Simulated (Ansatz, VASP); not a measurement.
**HgTe (Coloradoite): VASP beside Ansatz**

```
Hg Te
1.0
     0.00000    3.25472    3.25472
     3.25472    0.00000    3.25472
     3.25472    3.25472    0.00000
Hg Te
1 1
Direct
  0.00000 0.00000 0.00000
  0.25000 0.25000 0.25000
```

Alike in both runs: functional PBEsol; k mesh 12 × 12 × 12; occupations gaussian, width 0.1 eV; no spin polarisation.

Ansatz relaxed the structure, and its values are those at the end. VASP's run is a single point on that final structure, the one shown.

|  | VASP | Ansatz |
| --- | --- | --- |
| version | VASP 6.6.1 | Ansatz 0.2.0 |
| potentials or method | VASP PAW PBE potentials, release 64 (Hg, Te) | scalar-relativistic, plane waves, PAW |
| plane-wave cutoff (eV) | 520 | 420 |
| valence electrons in the cell | 18 | 36 |

```csv
,VASP,Ansatz,Ansatz less VASP
gap on the k mesh at the Fermi level (eV),none,none,-
pressure (GPa),0.1,0.0,-0.11
```

A gap of «none» marks a metal or a gap that the smearing closes. The two sets of potentials don't hold the same shells in valence.

Caveats: the PAW data sets were made with another functional, which shifts forces and pressure a little (VASP). Spin-orbit coupling is left out, which matters for the levels of Hg, Te.
